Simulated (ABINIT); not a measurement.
# InP (F-43m) in ABINIT: notebook

The runs below take InP through band structure, equation of state, with LDA, rPW86PBE, PBEsol, HLE16, AM05.

Everything below comes from runs of ABINIT 10.8.3 (patched build). Logs are shortened: lines on timing, memory, paths and dates and some standing lists are left out, and cuts for length are marked. The log counts tension as positive stress, the text compression.

**The experiment to reproduce.**

A printed reference work, data compilation reports, for a bulk crystal of InP: band gap 1.4236 eV (direct) at 1.6 K; bulk modulus 71 GPa.

The runs below are set against these values where they give the same quantity.

**1. The crystal as given**

The structure is cubic, space group F-43m (No. 216). The conventional cell has a = 5.861 Å, b = 5.861 Å, c = 5.861 Å, α = 90.00°, β = 90.00°, γ = 90.00°. In (site symmetry -43m) is surrounded by 4 P at 2.54 Å. P (site symmetry -43m) is surrounded by 4 In at 2.54 Å.

**2. Band structure, LDA**

Contents of run.abi:

```
# Datasets: ground state, then fixed potential
ndtset 2

# Pseudopotentials
pp_dirpath "./"
pseudos "In.upf, P.upf"

# Structure
acell 3*1.0 Angstrom
rprim
     0.0000000000     2.9305000000     2.9305000000
     2.9305000000     0.0000000000     2.9305000000
     2.9305000000     2.9305000000     0.0000000000
ntypat 2
znucl 49 15
natom 2
typat 1 2
xcart
     0.0000000000     0.0000000000     0.0000000000
     8.3067636123     8.3067636123     8.3067636123

# Plane-wave basis
ecut 1006.821291 eV

# Exchange and correlation
ixc 7

# Bands and occupations
occopt 3
tsmear 0.05 eV

# SCF cycle
nstep 100

# Output
iomode 3
prtwf 0
prteig 0
prtebands 0
prtden1 1

# Dataset 1
kptopt1 1
ngkpt1 8 8 8
nshiftk1 1
shiftk1 0.0 0.0 0.0
nband1 17
tolvrs1 1.0e-10

# Dataset 2: bands along G-X-W-K-G-L-U-W-L-K
iscf2 -2
getden2 1
nband2 21
nbdbuf2 2
tolwfr2 1.0e-12
kptopt2 -9
ndivsm2 5
prteig2 1
kptbounds2
     0.0000000000     0.0000000000     0.0000000000
     0.5000000000     0.0000000000     0.5000000000
     0.5000000000     0.2500000000     0.7500000000
     0.3750000000     0.3750000000     0.7500000000
     0.0000000000     0.0000000000     0.0000000000
     0.5000000000     0.5000000000     0.5000000000
     0.6250000000     0.2500000000     0.6250000000
     0.5000000000     0.2500000000     0.7500000000
     0.5000000000     0.5000000000     0.5000000000
     0.3750000000     0.3750000000     0.7500000000
```

Potentials or basis: PseudoDojo NC SR LDA v0.4 stringent.

Launch:

```sh
$ abinit run.abi > log 2>&1
```

run.abo:

```text
.Version 10.8.3 of ABINIT
 DATASET    1 : space group F-4 3 m (#216); Bravais cF (face-center cubic)
================================================================================
 Values of the parameters that define the memory need for DATASET  1.
     intxc =       0    ionmov =       0      iscf =       7    lmnmax =       6
     lnmax =       6     mgfft =      45  mpssoang =       3    mqgrid =    3001
     natom =       2  nloc_mem =       1    nspden =       1   nspinor =       1
    nsppol =       1      nsym =      24    n1xccc =    2501    ntypat =       2
    occopt =       3   xclevel =       1
       mpw =        3676          nfft =       91125          nkpt =          29
================================================================================
================================================================================

 DATASET    2 : space group F-4 3 m (#216); Bravais cF (face-center cubic)
================================================================================
 Values of the parameters that define the memory need for DATASET  2.
     intxc =       0    ionmov =       0      iscf =      -2    lmnmax =       6
     lnmax =       6     mgfft =      45  mpssoang =       3    mqgrid =    3001
     natom =       2  nloc_mem =       1    nspden =       1   nspinor =       1
    nsppol =       1      nsym =      24    n1xccc =    2501    ntypat =       2
    occopt =       3   xclevel =       1
       mpw =        3695          nfft =       91125          nkpt =          87
================================================================================
================================================================================

--------------------------------------------------------------------------------
------------- Echo of variables that govern the present computation ------------
--------------------------------------------------------------------------------
 -outvars: echo values of preprocessed input variables --------
            acell      1.8897261259E+00  1.8897261259E+00  1.8897261259E+00 Bohr
              amu      1.14820000E+02  3.09737620E+01
             ecut      3.70000000E+01 Hartree
           getden1          0
           getden2          1
             iscf1          7
             iscf2         -2
                       outvar_i_n : Printing only first  50 k-points.
              ixc           7
           jdtset        1    2
                       outvar_i_n : Printing only first  50 k-points.
           kptopt1          1
           kptopt2         -9
         kptrlatt        8    0    0      0    8    0      0    0    8
          kptrlen1     6.26535348E+01
          kptrlen2     3.00000000E+01
            natom           2
            nband1         17
            nband2         21
           nbdbuf1          0
           nbdbuf2          2
           ndtset           2
           ndivsm1          0
           ndivsm2          5
            ngfft          45      45      45
             nkpt1         29
             nkpt2         87
            nstep         100
             nsym          24
           ntypat           2
           occopt           3
        prtebands           0
           prteig1          0
           prteig2          1
            prtwf           0
            rprim      0.0000000000E+00  2.9305000000E+00  2.9305000000E+00
                       2.9305000000E+00  0.0000000000E+00  2.9305000000E+00
                       2.9305000000E+00  2.9305000000E+00  0.0000000000E+00
           shiftk1     0.00000000E+00  0.00000000E+00  0.00000000E+00
           shiftk2     5.00000000E-01  5.00000000E-01  5.00000000E-01
          spgroup         216
           tolvrs1     1.00000000E-10
           tolvrs2     0.00000000E+00
           tolwfr1     0.00000000E+00
           tolwfr2     1.00000000E-12
           tsmear      1.83746611E-03 Hartree
            typat      1  2
                       outvars : Printing only first  50 k-points.
           xangst      0.0000000000E+00  0.0000000000E+00  0.0000000000E+00
                       4.3957500000E+00  4.3957500000E+00  4.3957500000E+00
            xcart      0.0000000000E+00  0.0000000000E+00  0.0000000000E+00
                       8.3067636180E+00  8.3067636180E+00  8.3067636180E+00
[... 205 lines left out ...]
  1.82E-13  5.69E-13  3.51E-13  2.44E-13  2.15E-13
 -4.0398E+00 -2.5180E+00 -2.5180E+00 -2.5180E+00 -3.4549E-01 -3.4549E-01
 -3.4549E-01 -3.3978E-01 -3.3978E-01 -2.4938E-01  1.7537E-01  1.7537E-01
  1.7537E-01  1.9305E-01  3.2104E-01  3.2104E-01  3.2104E-01  4.7956E-01
  5.2147E-01  5.2147E-01  5.8152E-01
 Non-SCF case, kpt    2 (  0.03571  0.00000  0.03571), residuals and eigenvalues=
  4.59E-13  1.92E-13  8.90E-13  4.68E-13  1.42E-13  7.29E-13  8.41E-13  2.79E-13
  6.71E-13  4.50E-13  6.98E-13  3.65E-13  2.96E-13  8.22E-13  3.91E-13  6.58E-13
  3.68E-13  2.37E-13  2.52E-13  6.69E-12  2.96E-06
 -4.0398E+00 -2.5180E+00 -2.5180E+00 -2.5180E+00 -3.4560E-01 -3.4544E-01
 -3.4544E-01 -3.3980E-01 -3.3977E-01 -2.4865E-01  1.6274E-01  1.7346E-01
[... 668 lines left out ...]
  6.65E-13  8.53E-13  3.24E-13  5.67E-13  8.14E-13  1.95E-13  2.34E-13  7.66E-13
  7.25E-13  9.02E-13  2.69E-13  5.45E-07  2.43E-05
 -4.0398E+00 -2.5180E+00 -2.5180E+00 -2.5180E+00 -3.5110E-01 -3.4295E-01
 -3.4227E-01 -3.4063E-01 -3.3912E-01 -1.6268E-01 -3.3555E-02  5.0799E-02
  1.0643E-01  2.5992E-01  3.4364E-01  4.3476E-01  4.3654E-01  4.7119E-01
  5.3048E-01  6.4483E-01  6.8283E-01
 Non-SCF case, kpt   87 (  0.37500  0.37500  0.75000), residuals and eigenvalues=
  6.27E-13  2.59E-13  4.17E-13  1.87E-13  5.36E-13  8.50E-13  3.88E-13  2.55E-13
  3.33E-13  1.32E-13  3.39E-13  8.23E-13  4.85E-13  1.88E-13  7.90E-13  4.61E-13
  5.57E-13  3.20E-13  8.49E-13  3.58E-07  6.91E-05
 -4.0398E+00 -2.5180E+00 -2.5180E+00 -2.5180E+00 -3.5130E-01 -3.4276E-01
 -3.4212E-01 -3.4080E-01 -3.3902E-01 -1.6079E-01 -3.5197E-02  5.1681E-02
  1.0295E-01  2.5650E-01  3.3247E-01  4.4655E-01  4.4777E-01  4.7158E-01
  5.3620E-01  6.4319E-01  6.8167E-01

--- !ResultsGS
iteration_state: {dtset: 2, }
comment   : Summary of ground state results
lattice_vectors:
- [  0.0000000,   5.5378424,   5.5378424, ]
- [  5.5378424,   0.0000000,   5.5378424, ]
- [  5.5378424,   5.5378424,   0.0000000, ]
lattice_lengths: [   7.83169,    7.83169,    7.83169, ]
lattice_angles: [ 60.000,  60.000,  60.000, ] # degrees, (23, 13, 12)
lattice_volume:   3.3966576E+02
convergence: {deltae:  0.000E+00, res2:  0.000E+00, residm:  9.989E-13, diffor:  0.000E+00, }
etotal    :  -2.06322452E+02
entropy   :   0.00000000E+00
fermie    :   1.85355293E-01
cartesian_stress_tensor: null
pressure_GPa: null
xred      :
- [  0.0000E+00,   0.0000E+00,   0.0000E+00, In]
- [  7.5000E-01,   7.5000E-01,   7.5000E-01,  P]
cartesian_forces: null
force_length_stats: {min: null, max: null, mean: null, }
...

 Integrated electronic density in atomic spheres:
 ------------------------------------------------
 Atom  Sphere_radius  Integrated_density
    1        2.00000         17.85434598
    2        2.00000          2.74708770
================================================================================

 ----iterations are completed or convergence reached----

 Mean square residual over all n,k,spin=   51.870E-14; max=  99.890E-14
 reduced coordinates (array xred) for    2 atoms
       0.000000000000      0.000000000000      0.000000000000
       0.750000000000      0.750000000000      0.750000000000

 cartesian coordinates (angstrom) at end:
    1      0.00000000000000     0.00000000000000     0.00000000000000
    2      4.39575000000000     4.39575000000000     4.39575000000000
 length scales=  1.889726125908  1.889726125908  1.889726125908 bohr
              =  1.000000000000  1.000000000000  1.000000000000 angstroms
 Eigenvalues (hartree) for nkpt=  87  k points:
 kpt#   1, nband= 21, wtk=  1.00000, kpt=  0.0000  0.0000  0.0000 (reduced coord)
  -4.03980   -2.51802   -2.51802   -2.51802   -0.34549   -0.34549   -0.34549   -0.33978
  -0.33978   -0.24938    0.17537    0.17537    0.17537    0.19305    0.32104    0.32104
   0.32104    0.47956    0.52147    0.52147    0.58152
 kpt#   2, nband= 21, wtk=  1.00000, kpt=  0.0357  0.0000  0.0357 (reduced coord)
  -4.03980   -2.51802   -2.51802   -2.51802   -0.34560   -0.34544   -0.34544   -0.33980
  -0.33977   -0.24865    0.16274    0.17346    0.17346    0.20559    0.31848    0.32358
   0.32358    0.48372    0.51192    0.52191    0.58311
 kpt#   3, nband= 21, wtk=  1.00000, kpt=  0.0714  0.0000  0.0714 (reduced coord)
  -4.03980   -2.51802   -2.51802   -2.51802   -0.34591   -0.34530   -0.34530   -0.33985
  -0.33972   -0.24647    0.14413    0.16814    0.16814    0.22382    0.31157    0.33080
   0.33080    0.48998    0.49734    0.52323    0.58787
 kpt#   4, nband= 21, wtk=  1.00000, kpt=  0.1071  0.0000  0.1071 (reduced coord)
  -4.03979   -2.51802   -2.51802   -2.51802   -0.34640   -0.34507   -0.34507   -0.33995
  -0.33964   -0.24289    0.12504    0.16038    0.16038    0.24183    0.30199    0.34173
   0.34173    0.46914    0.51400    0.52542    0.59579
 kpt#   5, nband= 21, wtk=  1.00000, kpt=  0.1429  0.0000  0.1429 (reduced coord)
[... 317 lines left out ...]
  -0.33925   -0.16990   -0.03184    0.06232    0.11573    0.26773    0.34808    0.40671
   0.41719    0.48971    0.53201    0.60967    0.64713
 kpt#  85, nband= 21, wtk=  1.00000, kpt=  0.4028  0.4028  0.6944 (reduced coord)
  -4.03979   -2.51803   -2.51802   -2.51802   -0.35086   -0.34316   -0.34250   -0.34043
  -0.33920   -0.16596   -0.03211    0.05427    0.11076    0.26396    0.35019    0.42138
   0.42226    0.47929    0.52951    0.63258    0.66245
 kpt#  86, nband= 21, wtk=  1.00000, kpt=  0.3889  0.3889  0.7222 (reduced coord)
  -4.03979   -2.51803   -2.51802   -2.51802   -0.35110   -0.34295   -0.34227   -0.34063
  -0.33912   -0.16268   -0.03356    0.05080    0.10643    0.25992    0.34364    0.43476
   0.43654    0.47119    0.53048    0.64483    0.68283
 kpt#  87, nband= 21, wtk=  1.00000, kpt=  0.3750  0.3750  0.7500 (reduced coord)
  -4.03979   -2.51803   -2.51802   -2.51802   -0.35130   -0.34276   -0.34212   -0.34080
  -0.33902   -0.16079   -0.03520    0.05168    0.10295    0.25650    0.33247    0.44655
   0.44777    0.47158    0.53620    0.64319    0.68167

== END DATASET(S) ==============================================================
================================================================================

 -outvars: echo values of variables after computation  --------
            acell      1.8897261259E+00  1.8897261259E+00  1.8897261259E+00 Bohr
           etotal1    -2.0632245204E+02
            fcart1    -0.0000000000E+00 -0.0000000000E+00 -0.0000000000E+00
                      -0.0000000000E+00 -0.0000000000E+00 -0.0000000000E+00
            rprim      0.0000000000E+00  2.9305000000E+00  2.9305000000E+00
                       2.9305000000E+00  0.0000000000E+00  2.9305000000E+00
                       2.9305000000E+00  2.9305000000E+00  0.0000000000E+00
           strten1     6.1027034463E-05  6.1027034463E-05  6.1027034463E-05
                       0.0000000000E+00  0.0000000000E+00  0.0000000000E+00
           xangst      0.0000000000E+00  0.0000000000E+00  0.0000000000E+00
                       4.3957500000E+00  4.3957500000E+00  4.3957500000E+00
             xred      0.0000000000E+00  0.0000000000E+00  0.0000000000E+00
                       7.5000000000E-01  7.5000000000E-01  7.5000000000E-01
 Calculation completed.
```

Wall time 3.3 min (1 thread of Arm Neoverse V1, shared host); peak memory 0.17 GiB.

What came out:

| Item | Value |
| --- | --- |
| Free energy | -5614.3199 eV |
| Pressure | -1.8 GPa |
| Band gap on the k mesh | 0.48 eV, direct |
| Band gap along the path | 0.48 eV, direct |
| Valence electrons inside the program's atomic spheres | In 17.85; P 2.75 |

Levels at the corners of the path, in eV from the valence-band top:
| point | band 11 | band 12 | band 13 | band 14 | band 15 | band 16 |
| --- | --- | --- | --- | --- | --- | --- |
| Γ | 0.00 | 0.00 | 0.00 | 0.48 | 3.96 | 3.96 |
| X | -5.87 | -2.36 | -2.36 | 1.60 | 2.12 | 9.00 |
| W | -5.73 | -3.00 | -2.97 | 4.19 | 4.27 | 5.41 |
| K | -5.73 | -3.37 | -1.97 | 2.21 | 4.27 | 7.38 |
| Γ | 0.00 | 0.00 | 0.00 | 0.48 | 3.96 | 3.96 |
| L | -5.84 | -0.99 | -0.99 | 1.31 | 4.70 | 4.70 |
| U | -5.73 | -3.37 | -1.97 | 2.21 | 4.27 | 7.38 |
| W | -5.73 | -3.00 | -2.97 | 4.19 | 4.27 | 5.41 |
| L | -5.84 | -0.99 | -0.99 | 1.31 | 4.70 | 4.70 |
| K | -5.73 | -3.37 | -1.97 | 2.21 | 4.27 | 7.38 |

Caveat: spin-orbit coupling is left out, which moves the levels of the heavy elements.

**3. Band structure, rPW86PBE**

Contents of run.abi:

```
ndtset 2

pp_dirpath "./"
pseudos "In.GGA_PBE-JTH.xml, P.GGA_PBE-JTH.xml"

acell 7.83169184 7.83169184 7.83169184
rprim
     0.0000000000     0.7071067812     0.7071067812
     0.7071067812     0.0000000000     0.7071067812
     0.7071067812     0.7071067812     0.0000000000
ntypat 2
znucl 49 15
natom 2
typat 1 2
xred
     0.0000000000     0.0000000000     0.0000000000
     0.7500000000     0.7500000000     0.7500000000

ecut 20.0
pawecutdg 40.0

ixc -144130

occopt 3
tsmear 0.00183747

nstep 100

iomode 3
prtwf 0
prteig 0
prtebands 0
enunit 2
prtden1 1

kptopt1 1
ngkpt1 8 8 8
nshiftk1 1
shiftk1 0.0 0.0 0.0
nband1 13
tolvrs1 1.0e-9

iscf2 -2
getden2 1
nband2 17
nbdbuf2 2
tolwfr2 1.0e-12
kptopt2 -9
ndivsm2 8
prteig2 1
kptbounds2
     0.0000000000     0.0000000000     0.0000000000
     0.5000000000     0.0000000000     0.5000000000
     0.5000000000     0.2500000000     0.7500000000
     0.3750000000     0.3750000000     0.7500000000
     0.0000000000     0.0000000000     0.0000000000
     0.5000000000     0.5000000000     0.5000000000
     0.6250000000     0.2500000000     0.6250000000
     0.5000000000     0.2500000000     0.7500000000
     0.5000000000     0.5000000000     0.5000000000
     0.3750000000     0.3750000000     0.7500000000
```

Potentials or basis: JTH PAW PBE v2.0.

Launch:

```sh
$ abinit run.abi > log 2>&1
```

It took 78 s on 1 thread of Arm Neoverse V1, shared host; peak memory 0.16 GiB.

It converged, with:

| Quantity | Value |
| --- | --- |
| Free energy | -1761.2610 eV |
| Band gap on the k mesh | 0.60 eV, direct |
| Valence electrons inside the program's atomic spheres | In 11.25; P 1.60 |

Levels at the corners of the path, in eV from the valence-band top:
```csv
point,band 5,band 6,band 7,band 8,band 9,band 10,band 11,band 12,band 13,band 14
Γ,-14.03,-11.55,0.00,0.00,0.00,0.60,4.10,4.10,4.10,8.59
X,-14.00,-9.18,-5.77,-2.31,-2.31,1.80,2.29,9.15,9.53,9.53
W,-14.02,-9.11,-5.62,-2.93,-2.90,4.32,4.35,5.56,6.25,10.12
K,-14.01,-9.20,-5.62,-3.28,-1.93,2.39,4.39,7.51,7.54,8.22
Γ,-14.03,-11.55,0.00,0.00,0.00,0.60,4.10,4.10,4.10,8.59
L,-14.02,-9.83,-5.73,-0.97,-0.97,1.46,4.84,4.84,7.10,9.46
U,-14.01,-9.20,-5.62,-3.28,-1.93,2.39,4.39,7.51,7.54,8.22
W,-14.02,-9.11,-5.62,-2.93,-2.90,4.32,4.35,5.56,6.25,10.12
L,-14.02,-9.83,-5.73,-0.97,-0.97,1.46,4.84,4.84,7.10,9.46
K,-14.01,-9.20,-5.62,-3.28,-1.93,2.39,4.39,7.51,7.54,8.22
```

Caveat: the cutoff is too short for stress, so the log's stress isn't used; the PAW data sets were made with another functional, which shifts forces and pressure a little; spin-orbit coupling is left out, which moves the levels of the heavy elements.

**4. Equation of state, PBEsol**

Contents of run.abi:

```
# Datasets: one volume each
ndtset 7
getwfk -1
scalecart1 3*0.9795861087
scalecart2 3*0.9864848297
scalecart3 3*0.9932883884
scalecart4 3*1.0000000000
scalecart5 3*1.0066227096
scalecart6 3*1.0131594038
scalecart7 3*1.0196128224

# Pseudopotentials
pp_dirpath "./"
pseudos "In.GGA_PBE-JTH.xml, P.GGA_PBE-JTH.xml"

# Structure
acell 3*1.0
rprim
     0.0000000000     5.5378424082     5.5378424082
     5.5378424082     0.0000000000     5.5378424082
     5.5378424082     5.5378424082     0.0000000000
ntypat 2
znucl 49 15
natom 2
typat 1 2
xred
     0.0000000000     0.0000000000     0.0000000000
     0.7500000000     0.7500000000     0.7500000000

# Plane-wave basis
ecut 408.170794 eV
pawecutdg 30.0

# k points
kptopt 1
ngkpt 8 8 8
nshiftk 1
shiftk 0.0 0.0 0.0

# Exchange and correlation
ixc -116133

# Bands and occupations
nband 13
occopt 3
tsmear 0.05 eV

# SCF cycle
nstep 100
tolvrs 1.0e-9

# Output
iomode 3
prtwf 1
prtden 0
prteig 0
prtebands 0
enunit 2
```

Launch:

```sh
$ abinit run.abi > log 2>&1
```

Run time: 99 s. Hardware: 1 thread of Arm Neoverse V1, shared host; peak memory 0.14 GiB.

Results (log left out):

| Item | Value |
| --- | --- |
| Equilibrium volume | 25.41 Å³/atom |
| Bulk modulus | 66 GPa |
| Pressure derivative of the bulk modulus | 4.9 |

Energy against volume, from the lowest point:
| volume (Å³/atom) | energy (meV/atom) |
| --- | --- |
| 23.657 | 28.15 |
| 24.160 | 13.50 |
| 24.663 | 4.33 |
| 25.167 | 0.00 |
| 25.670 | 0.06 |
| 26.173 | 3.88 |
| 26.677 | 11.20 |

Caveat: the cutoff is too short for stress, so the log's stress isn't used; pressures at fixed basis lie under the slope of the energies; the PAW data sets were made with another functional, which shifts forces and pressure a little.

(Continued in part 2 of 2.)
